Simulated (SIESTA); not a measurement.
# NiO (Fm-3m) in SIESTA: further runs, part 2 of 2

SIESTA 5.4.2. Earlier steps stand in the parts before.

### 4 Density of states, PBE, collinear spin, fm_larger start

NiO.fdf

```
SystemName                      NiO
SystemLabel                     NiO
NumberOfSpecies                 2
NumberOfAtoms                   2
%block ChemicalSpeciesLabel
  1  28 Ni
  2   8 O
%endblock ChemicalSpeciesLabel

UseStructFile                   true

%block kgrid.MonkhorstPack
    8   0   0  0.0
    0   8   0  0.0
    0   0   8  0.0
%endblock kgrid.MonkhorstPack
XC.Functional                   GGA
XC.Authors                      PBE
PAO.BasisSize                   DZP
PAO.EnergyShift                 0.003 Ry
Mesh.Cutoff                     800 Ry
Spin                            polarized
%block DM.InitSpin
    1   2.500
    2   0.000
%endblock DM.InitSpin
OccupationFunction              FD
ElectronicTemperature           0.05 eV
MaxSCFIterations                200
SCF.MustConverge                false
SCF.Mixer.Method                Pulay
SCF.Mixer.Weight                0.1
SCF.Mixer.History               10
SCF.DM.Tolerance                5.0e-05
SCF.H.Tolerance                 1.0e-03 eV
WriteForces                     true
Charge.Mulliken                 end
%block ProjectedDensityOfStates
  EF -15.0 15.0 0.2 201 eV
%endblock ProjectedDensityOfStates
%block PDOS.kgrid.MonkhorstPack
   12   0   0  0.0
    0  12   0  0.0
    0   0  12  0.0
%endblock PDOS.kgrid.MonkhorstPack
%block PAO.Basis
  Ni 5
  n=3 0 2
    2.432 0.000
  n=4 0 2
    7.095 0.000
  n=3 1 2
    2.716 0.000
  n=4 1 1
    7.095
  n=3 2 2
    4.466 0.000
%endblock PAO.Basis
```

NiO.STRUCT_IN

```
   0.0000000000     2.0859016414     2.0859016414
   2.0859016414     0.0000000000     2.0859016414
   2.0859016414     2.0859016414     0.0000000000
2
1  28    0.0000000000     0.0000000000     0.0000000000
2   8    0.5000000000     0.5000000000     0.5000000000
```

Launch:

```bash
> siesta < NiO.fdf > NiO.out 2>&1
```

It took 69 s on 1 thread of Arm Neoverse V2, shared host; peak memory 0.25 GiB.

Results (log left out):

| Quantity | Value |
| --- | --- |
| Free energy | -5014.0751 eV |
| Pressure | 7.1 GPa |
| Band gap on the k mesh | none (metal or under the smearing width) |
| Net moment | 1.82 μB per cell |
| Site moments | Ni +1.48; O +0.34 μB |

States per cell in windows of 0.5 eV (zero at the Fermi level; states under -8 eV left out):
```tsv
from (eV)	up	down	Ni_d_up	Ni_d_down	O_p_up	O_p_down	Ni_s_up	Ni_s_down
-8.0	0.20	0.06	0.03	0.01	0.14	0.04	0.03	0.01
-7.5	0.41	0.15	0.06	0.02	0.28	0.10	0.04	0.02
-7.0	0.24	0.37	0.03	0.04	0.17	0.26	0.02	0.04
-6.5	0.56	0.31	0.18	0.03	0.34	0.22	0.01	0.03
-6.0	0.73	0.19	0.28	0.03	0.42	0.14	0.01	0.01
-5.5	0.38	0.30	0.14	0.06	0.23	0.21	0.00	0.01
-5.0	0.32	0.88	0.10	0.23	0.21	0.61	0.00	0.01
-4.5	0.09	0.45	0.03	0.10	0.06	0.33	0.00	0.00
-4.0	0.03	0.20	0.01	0.04	0.02	0.15	0.00	0.00
-3.5	0.15	0.08	0.13	0.02	0.02	0.06	0.00	0.00
-3.0	0.70	0.03	0.65	0.02	0.03	0.01	0.00	0.00
-2.5	0.98	0.09	0.91	0.07	0.05	0.01	0.00	0.00
-2.0	1.79	0.40	1.55	0.36	0.22	0.03	0.01	0.00
-1.5	0.60	0.71	0.43	0.66	0.16	0.05	0.01	0.00
-1.0	0.35	1.49	0.20	1.39	0.14	0.10	0.00	0.00
-0.5	0.38	0.46	0.20	0.42	0.17	0.04	0.00	0.00
0.0	0.06	0.43	0.03	0.37	0.03	0.04	0.00	0.01
0.5	0.00	0.44	0.00	0.36	0.00	0.05	0.00	0.01
1.0	0.00	0.50	0.00	0.38	0.00	0.10	0.00	0.01
1.5	0.00	0.31	0.00	0.22	0.00	0.09	0.00	0.00
2.0	0.01	0.16	0.00	0.10	0.00	0.05	0.01	0.00
2.5	0.01	0.01	0.00	0.00	0.00	0.00	0.01	0.01
3.0	0.01	0.01	0.00	0.00	0.00	0.00	0.01	0.01
3.5	0.02	0.01	0.00	0.00	0.00	0.00	0.01	0.01
4.0	0.03	0.03	0.00	0.00	0.01	0.00	0.02	0.02
4.5	0.04	0.02	0.00	0.00	0.01	0.00	0.02	0.02
5.0	0.05	0.04	0.00	0.00	0.01	0.01	0.03	0.02
5.5	0.11	0.07	0.00	0.00	0.02	0.01	0.04	0.03
6.0	0.08	0.10	0.00	0.00	0.01	0.02	0.04	0.03
6.5	0.10	0.07	0.00	0.00	0.01	0.01	0.04	0.03
7.0	0.16	0.15	0.00	0.00	0.02	0.02	0.10	0.06
7.5	0.12	0.11	0.00	0.00	0.01	0.02	0.06	0.07
```

Caveat: short orbitals over semicore shells can move pressures by several GPa; the basis of atomic orbitals isn't converged, which shifts pressures, moduli and gaps; a cell with one magnetic atom can't hold antiferromagnetic order, which such compounds often take; semilocal functionals often make such compounds metallic where correlation or magnetic order opens a gap, which also shifts bond lengths.

### 5 Density of states, PBE, non-collinear spin, random start

NiO.fdf: that of step 4 with these lines changed.

```diff
@@ -21,6 +21,6 @@
 Mesh.Cutoff                     800 Ry
-Spin                            polarized
+Spin                            non-colinear
 %block DM.InitSpin
-    1   2.500
-    2   0.000
+    1   0.880    89.02    50.03
+    2   0.000   180.00    -0.00
 %endblock DM.InitSpin
```

NiO.STRUCT_IN is that of step 4.

Launch:

```bash
> siesta < NiO.fdf > NiO.out 2>&1
```

Wall time 13 min (1 thread of Arm Neoverse V2, shared host); peak memory 0.28 GiB.

It converged, with:

```
Free energy            : -5014.0751 eV
Band gap on the k mesh : none (metal or under the smearing width)
Net moment             : 1.82 μB per cell
```

States per cell in windows of 1 eV (zero at the Fermi level; states under -8 eV left out):
```tsv
from (eV)	total	Ni_d	O_p	Ni_s	Ni_p	O_d	O_s
-8.0	0.82	0.11	0.56	0.11	0.03	0.00	0.00
-7.0	1.47	0.28	0.98	0.10	0.10	0.00	0.01
-6.0	1.60	0.51	1.00	0.03	0.07	0.00	0.00
-5.0	1.74	0.46	1.21	0.01	0.05	0.00	0.00
-4.0	0.47	0.21	0.25	0.00	0.00	0.00	0.00
-3.0	1.79	1.65	0.11	0.01	0.01	0.01	0.01
-2.0	3.50	2.99	0.46	0.02	0.01	0.01	0.01
-1.0	2.69	2.21	0.45	0.01	0.01	0.01	0.00
0.0	0.93	0.77	0.12	0.02	0.00	0.00	0.01
1.0	0.82	0.59	0.19	0.01	0.01	0.00	0.01
2.0	0.18	0.11	0.05	0.02	0.00	0.00	0.00
3.0	0.06	0.00	0.01	0.04	0.00	0.00	0.00
4.0	0.12	0.00	0.02	0.08	0.01	0.00	0.00
5.0	0.26	0.01	0.04	0.11	0.09	0.00	0.00
6.0	0.35	0.01	0.05	0.15	0.14	0.01	0.01
7.0	0.54	0.01	0.07	0.29	0.16	0.03	0.02
```

Moments on the atoms (μB; x, y, z):
```
Ni  0.95 1.13 0.03
O   0.22 0.26 0.01
```

Caveat: short orbitals over semicore shells can move pressures by several GPa; with moments that point in different directions the gradient correction is approximate, so stress is left out; the basis of atomic orbitals isn't converged, which shifts pressures, moduli and gaps; a cell with one magnetic atom can't hold antiferromagnetic order, which such compounds often take; semilocal functionals often make such compounds metallic where correlation or magnetic order opens a gap, which also shifts bond lengths.

### 6 Overview

```tsv
spin	gap on the mesh (eV)	pressure (GPa)	moment (μB)
collinear, zero start	none	-1.0	0.00
collinear, ferromagnetic start	none	7.1	1.82
collinear, fm_larger start	none	7.1	1.82
non-collinear, random start	none	-	1.82
```

Alike in all rows: task density of states; level PBE; potentials or basis PseudoDojo 0.4 standard (PBE files), DZP (energy shift 0.003 Ry; two zetas on semicore shells); cell as given; k mesh 8 × 8 × 8; smearing fermi-dirac 0.05 eV; grid cutoff 800 Ry; energy shift 0.003 Ry.

Caveats: short orbitals over semicore shells can move pressures by several GPa; the basis of atomic orbitals isn't converged, which shifts pressures, moduli and gaps; semilocal functionals often make such compounds metallic where correlation or magnetic order opens a gap, which also shifts bond lengths; a cell with one magnetic atom can't hold antiferromagnetic order, which such compounds often take (some runs); with moments that point in different directions the gradient correction is approximate, so stress is left out (some runs).

Total energies depend on the potentials used, so only differences within one code and one set of settings carry meaning.

### 7 How close it comes

Step 2. Measured gap of NiO: 4.3 eV (quoted in “Local correlations, non-local screening, multiplets, and band formation in NiO”, 2012, arxiv:1210.6675). This calculation gives 0.00 eV (-4.30 eV). So large a miss can be the level of theory's own, or it may mean another phase, state or a wrong row. The value is that of PBE in an atomic basis (PseudoDojo 0.4 standard (PBE files), DZP (energy shift 0.003 Ry; two zetas on semicore shells)), whose error adds to the functional's, on a finite k mesh, which can miss the band edges, without temperature or zero-point motion. Semilocal functionals fall short of measured gaps as a rule.

Step 3. A measured gap of NiO is 4.3 eV (quoted in “Local correlations, non-local screening, multiplets, and band formation in NiO”, 2012, arxiv:1210.6675); the calculated 0.00 eV misses it by -4.30 eV. So large a miss can be the level of theory's own, or it may mean another phase, state or a wrong row. The value is that of PBE in an atomic basis (PseudoDojo 0.4 standard (PBE files), DZP (energy shift 0.003 Ry; two zetas on semicore shells)), whose error adds to the functional's, on a finite k mesh, which can miss the band edges, without temperature or zero-point motion. Semilocal functionals fall short of measured gaps as a rule. The run's magnetic order (collinear spin, ferromagnetic start) needn't be the measured crystal's.

Step 4. Measured gap of NiO: 4.3 eV (quoted in “Local correlations, non-local screening, multiplets, and band formation in NiO”, 2012, arxiv:1210.6675). This calculation gives 0.00 eV (-4.30 eV). So large a miss can be the level of theory's own, or it may mean another phase, state or a wrong row. The value is that of PBE in an atomic basis (PseudoDojo 0.4 standard (PBE files), DZP (energy shift 0.003 Ry; two zetas on semicore shells)), whose error adds to the functional's, on a finite k mesh, which can miss the band edges, without temperature or zero-point motion. Semilocal functionals fall short of measured gaps as a rule. The run's magnetic order (collinear spin, fm_larger start) needn't be the measured crystal's.

Step 5. A measured gap of NiO is 4.3 eV (quoted in “Local correlations, non-local screening, multiplets, and band formation in NiO”, 2012, arxiv:1210.6675); the calculated 0.00 eV misses it by -4.30 eV. So large a miss can be the level of theory's own, or it may mean another phase, state or a wrong row. The value is that of PBE in an atomic basis (PseudoDojo 0.4 standard (PBE files), DZP (energy shift 0.003 Ry; two zetas on semicore shells)), whose error adds to the functional's, on a finite k mesh, which can miss the band edges, without temperature or zero-point motion. Semilocal functionals fall short of measured gaps as a rule. The run's magnetic order (non-collinear spin, random start) needn't be the measured crystal's.
